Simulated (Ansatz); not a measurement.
Runs of Ansatz 0.2.0 on SiO2. Symmetry: Fddd, No. 70, orthorhombic system. Conventional cell: a = 4.719 Å, b = 9.433 Å, c = 14.726 Å, α = 90.00°, β = 90.00°, γ = 90.00°. Around Si (site symmetry 2) lie 4 O at 1.60 to 1.62 Å. O (site symmetry 2) has 2 Si at 1.62 Å as nearest neighbours. O (site symmetry -1) is surrounded by 2 Si at 1.60 Å. The cell comes from a database or a generator and needn't be the stable form of this composition.

```csv
task,level,cell,k mesh,cutoff (eV),gap on the mesh (eV),pressure (GPa),relaxed volume (Å³/atom),largest force (eV/Å)
relaxation of cell and atoms,r2SCAN+rVV10,relaxed,7 × 7 × 7,500,(b),0.0,13.57,-
single point,PBE,as given,9 × 9 × 9,420,5.78,5.0,-,0.37
relaxation of cell and atoms,RPBE+D3(BJ),relaxed,7 × 7 × 7,420,5.96,0.0,13.68,-
single point,PBE,as given,7 × 7 × 7,500,5.78,5.0,-,0.37
relaxation of cell and atoms,PBE,relaxed,7 × 7 × 7,420,(a),0.0,14.02,-
```

Alike in all rows: potentials or basis Ansatz PAW; no spin polarisation; smearing fermi-dirac 0.05 eV.

Question: Fill in the values left out.

Answer: (a) 5.60; (b) 6.32.

Caveats: odd divisions of the mesh miss points on the zone boundary, where band edges often lie, so the gap on the mesh can be too wide; the plane-wave basis is chosen anew once the cell has moved, so the energies of steps on either side of that aren't comparable (some runs); the PAW data sets come from PBE, with cores solved anew for the run's functional, which leaves a small shift of forces and pressure (some runs).

A k mesh can miss the band edges.
